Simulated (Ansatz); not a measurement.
# CdSe (F-43m) in Ansatz: reference runs

How does CdSe come out in PBE? The cell is run as given and disturbed.

Program: Ansatz 0.2.0. These are calculated values, not measurements. Logs are shortened: lines on timing, memory, paths and dates and some standing lists are left out, and cuts for length are marked.

### Step 1. Starting point

Symmetry: F-43m, No. 216, cubic system. The conventional cell has a = 6.141 Å, b = 6.141 Å, c = 6.141 Å, α = 90.00°, β = 90.00°, γ = 90.00°. Cd (site symmetry -43m) has 4 Se at 2.66 Å as nearest neighbours. Around Se (site symmetry -43m) lie 4 Cd at 2.66 Å.

Measurements of this composition are mostly on another form, of space group No. 186.

### Step 2. Single point, PBE

Contents of input.yaml:

```yaml
crystal:
  lattice:
    - [0.0, 3.0702711986, 3.0702711986]
    - [3.0702711986, 0.0, 3.0702711986]
    - [3.0702711986, 3.0702711986, 0.0]
  atoms:
    - { symbol: Cd, position: [0.0, 0.0, 0.0] }
    - { symbol: Se, position: [0.25, 0.25, 0.25] }
hamiltonian:
  xc: pbe
  pseudopotentials: { kind: paw }
kpoints:
  mp_grid: { grid: [8, 8, 8] }
scf:
  occupations: { method: fermi_dirac, width: 0.05 }
output:
  forces: true
  stress: true
  eigenvalues: true
```

Potentials or basis: Ansatz PAW.

Command:

```
$ ansatz run input.yaml --threads 1 --pin off --max-ram 2560MiB --backend cpu --events-out ev --progress --plain --runs-dir out
```

Output:

```text
Warning: RAYON_NUM_THREADS=1 ignored (pool sized by the plan → 1); use --threads N
Engine: ansatz 0.2.0, x86_64-unknown-linux-gnu
Pseudopotentials: kind: paw
Pseudopotential: Cd, paw, valence charge 20, recommended cutoff 420 eV (normal), Cd.paw.azcp
Pseudopotential: Se, paw, valence charge 16, recommended cutoff 420 eV (normal), Se.paw.azcp
Functional definition: PBE
  parameter kappa = 0.804
  parameter beta = 0.06672455060314922
  exchange = pbe_x(kappa = kappa, mu = beta*pi^2/3)
  correlation = pbe_c(beta = beta)
Crystal: 2 atoms, lattice volume = 57.884 Å³
Basis set: ecut = 420 eV, 1139 PW (Γ), exchange–correlation on 60×60×60 points (8 copies of the dense FFT grid, shifted against one another)
Bands: 22, of which v1, the nominal top of the filled ones, is band 18 counted from 1 (17 counted from 0)
Symmetry: 24 space group operations
Space group: F-43m (ITA 216), of the structure as read, at distance tolerance 3.9e-5 Å
k-points: 29 of 512 (time reversal used)
Non-local potential: Cd, projectors of the file, l = 0: 3, l = 1: 2, l = 2: 2, l = 3: 1
Non-local potential: Se, projectors of the file, l = 0: 2, l = 1: 2, l = 2: 3, l = 3: 1
PAW form: soft (Blöchl's): semilocal exchange-correlation on the pseudo side does not see the compensation charge
PAW one-centre angular grid: Cd, 590 points (default); XC on 64 Gauss nodes
PAW one-centre angular grid: Se, 590 points (default); XC on 64 Gauss nodes
Initial density: superposition of atomic densities (neutral atoms: chi_scale 0, normalization atom), corrected by the library's trained network
Initial wavefunctions: pseudopotential atomic-orbital guess
Functional: x = pbe(κ = 0.804, μ = 0.2195149727645171), c = pbe(β = 0.06672455060314922)
SCF iter   1: F=—  HF=-13724.789459 eV  |F-HF|=—  |Δ(HF+E_count)|=         —  Δρ=1.04e-3  dr2=1.33e-3  ethr=1.77e-3  ⟨swp⟩=6.0  Hψ=2735  notcnv=0
preconditioner: auto → none  [insulator: Δε(μ)=0.536 eV  Ē_g=12.031 eV  σ=0.050 eV  W_gap=0.99  n_scr=14 (ndim 8)  ℏωp=20.7 eV  f_vac=0.215  D(μ)=0.00/eV (n_scr^D=0)  ε∞_Penn≈4.0]
SCF iter   2: F=—  HF=-13724.789913 eV  |F-HF|=—  |Δ(HF+E_count)|=   4.54e-4  Δρ=3.80e-4  dr2=6.90e-5  ethr=3.70e-6  ⟨swp⟩=2.0  Hψ=1131  notcnv=0
SCF iter   3: F=—  HF=-13724.789951 eV  |F-HF|=—  |Δ(HF+E_count)|=   3.83e-5  Δρ=1.59e-4  dr2=1.45e-5  ethr=1.92e-7  ⟨swp⟩=2.0  Hψ=1108  notcnv=0
SCF iter   4: F=—  HF=-13724.789975 eV  |F-HF|=—  |Δ(HF+E_count)|=   2.44e-5  Δρ=7.53e-5  dr2=3.84e-6  ethr=4.03e-8  ⟨swp⟩=2.0  Hψ=880  notcnv=0
SCF iter   5: F=—  HF=-13724.789984 eV  |F-HF|=—  |Δ(HF+E_count)|=   8.52e-6  Δρ=2.06e-5  dr2=2.46e-7  ethr=1.07e-8  ⟨swp⟩=2.0  Hψ=900  notcnv=0
SCF iter   6: F=-13724.789984 eV  HF=-13724.789984 eV  |F-HF|=1.64e-8  |Δ(HF+E_count)|=   6.30e-7  Δρ=3.83e-6  dr2=8.03e-9  ethr=2.78e-10  ⟨swp⟩=5.4  Hψ=2669  notcnv=0
SCF 1 converged in 6 iterations: F = -13724.789984 eV  dr2 = 8.03e-9
SCF converged after 6 iterations
Free energy (F): -13724.789984 eV
Harris-Foulkes:  -13724.789984 eV  (|F-HF|=1.64e-8)
Internal energy: -13724.789960 eV  (E = F + TS)
E sigma→0 (E₀):  -13724.789972 eV
Entropy (-TS):   -0.000025 eV (-0.012 meV/atom)
Fermi energy:    7.386248 eV
--- Per-component energies (eV) ---
  E_band       = -902.197178
  E_kinetic    = 623.367692
  E_local      = -6441.773261  (includes V_loc(G=0)·N_el)
  E_nonlocal   = -562.249237
  E_hartree    = 3059.745290
  E_xc         = -280.845097
  E_vxc        = -319.654824  (∫ρ·V_xc dr)
  E_paw        = -5994.748383  (= ΣΔE_a)
  E_vpaw       = -321.375753  (= ΣTr[D̂ρ^β])
  E_aug_tail   = -0.000610  (compensation charges beyond the density's cutoff)
  E_ewald      = -4128.286353
  E_smearing   = -0.000025  (= −TS)
  E_closure    = -0.000000  (closes the sum)
  Σ components = -13724.789984   (vs F -13724.789984, Δ=0.00e0)
--- Forces (eV/Å), atoms counted from 1 ---
  atom   1  Cd     0.00000000    -0.00000000     0.00000000
  atom   2  Se    -0.00000000     0.00000000     0.00000000
  max |Σ_I F_I| component: 8.79e-17 eV/Å
--- Stress (GPa, compression-positive) ---
        1.285536      -0.000000      -0.000000
       -0.000000       1.285536       0.000000
        0.000000       0.000000       1.285536
  P = ⅓ Tr σ = 1.2855 GPa (12.855 kbar)
--- Band table (eV; the first three rows and the last of 29) ---
  k-point 0: bands = ["-94.5017", "-55.5706", "-55.5706", "-55.5706", "-39.5253", "-39.5253", "-39.5253", "-39.5222", "-39.5222", "-5.3645", "-0.7644", "-0.7644", "-0.7644", "-0.4195", "-0.4195", "7.0709", "7.0709", "7.0709", "7.6213", "13.0125", "13.0125", "13.0125"]
  k-point 1: bands = ["-94.5017", "-55.5707", "-55.5706", "-55.5706", "-39.5253", "-39.5253", "-39.5253", "-39.5222", "-39.5222", "-5.3141", "-0.7486", "-0.7486", "-0.7180", "-0.4203", "-0.4203", "5.8848", "6.9529", "6.9529", "8.6158", "12.7899", "13.2072", "13.2072"]
  k-point 2: bands = ["-94.5017", "-55.5707", "-55.5706", "-55.5706", "-39.5253", "-39.5253", "-39.5253", "-39.5222", "-39.5222", "-5.1913", "-0.7139", "-0.7139", "-0.5628", "-0.4175", "-0.4175", "4.4828", "6.6914", "6.6914", "9.3170", "12.9837", "13.5150", "13.5150"]
  k-point 28: bands = ["-94.5017", "-55.5708", "-55.5708", "-55.5707", "-39.5254", "-39.5253", "-39.5252", "-39.5222", "-39.5222", "-4.9063", "-0.5906", "-0.5876", "-0.4508", "-0.4146", "0.0278", "3.2244", "4.9478", "4.9850", "11.9831", "12.2905", "13.4907", "14.6744"]
```

It took 3 s on 1 thread of AMD EPYC 7B13 (Zen 3), shared host; peak memory 0.4 GiB.

Results:

| Quantity | Value |
| --- | --- |
| Free energy | -13724.7900 eV |
| Pressure | 1.3 GPa |
| Band gap on the k mesh | 0.55 eV, direct |

Levels at points of the mesh, in eV from the valence-band top:
| k point | band 15 | band 16 | band 17 | band 18 | band 19 | band 20 | band 21 | band 22 |
| --- | --- | --- | --- | --- | --- | --- | --- | --- |
| (0.00, 0.00, 0.00) | -7.49 | 0.00 | 0.00 | 0.00 | 0.55 | 5.94 | 5.94 | 5.94 |
| (0.00, 0.00, -0.50) | -7.22 | -4.22 | -0.71 | -0.71 | 2.36 | 6.45 | 6.45 | 7.32 |
| (0.00, -0.50, -0.50) | -7.16 | -3.95 | -1.75 | -1.75 | 3.20 | 3.74 | 8.96 | 10.05 |

### Step 3. Single point, PBE (atoms moved at random, drawn with an rms of 0.05 Å)

input.yaml, as its differences from that of step 2:

```diff
@@ -6,4 +6,4 @@
   atoms:
-    - { symbol: Cd, position: [0.0, 0.0, 0.0] }
-    - { symbol: Se, position: [0.25, 0.25, 0.25] }
+    - { symbol: Cd, position: [-0.00774, 0.010439, 0.003535] }
+    - { symbol: Se, position: [0.266613, 0.25053, 0.236215] }
 hamiltonian:
```

Potentials or basis: Ansatz PAW.

Command:

```
$ ansatz run input.yaml --threads 1 --pin off --max-ram 2560MiB --backend cpu --events-out ev --progress --plain --runs-dir out
```

Wall time 15 s (1 thread of AMD EPYC 7B13 (Zen 3), shared host); peak memory 0.63 GiB.

Results (log left out):

| Item | Value |
| --- | --- |
| Free energy | -13724.7674 eV |
| Pressure | 1.5 GPa |
| Largest force | 0.485 eV/Å |
| Band gap on the k mesh | 0.52 eV, direct |

Forces on the atoms (eV/Å):
```
Cd  -0.393  0.160  0.234
Se   0.393 -0.160 -0.234
```

Stress tensor (GPa, compression positive):
```
 1.39 -0.82 -0.53
-0.82  1.53  1.41
-0.53  1.41  1.49
```

Levels at points of the mesh, in eV from the valence-band top:
| k point | band 15 | band 16 | band 17 | band 18 | band 19 | band 20 | band 21 | band 22 |
| --- | --- | --- | --- | --- | --- | --- | --- | --- |
| (0.00, 0.00, 0.00) | -7.54 | -0.12 | -0.03 | 0.00 | 0.52 | 5.87 | 5.88 | 5.99 |
| (0.00, 0.00, -0.50) | -7.26 | -4.13 | -0.82 | -0.63 | 2.23 | 6.17 | 6.54 | 7.23 |
| (0.00, -0.50, 0.00) | -7.26 | -4.19 | -0.85 | -0.62 | 2.27 | 6.16 | 6.60 | 7.25 |
| (0.00, -0.50, -0.50) | -7.21 | -3.98 | -1.82 | -1.77 | 3.11 | 3.73 | 8.91 | 9.88 |
| (-0.50, 0.00, 0.00) | -7.29 | -4.43 | -0.84 | -0.73 | 2.45 | 6.37 | 6.59 | 7.34 |
| (-0.50, 0.00, -0.50) | -7.21 | -4.00 | -1.79 | -1.78 | 3.15 | 3.69 | 8.91 | 9.97 |
| (-0.50, -0.50, 0.00) | -7.21 | -3.99 | -1.80 | -1.78 | 3.14 | 3.70 | 8.91 | 9.94 |
| (-0.50, -0.50, -0.50) | -7.27 | -4.28 | -0.87 | -0.63 | 2.34 | 6.18 | 6.66 | 7.28 |
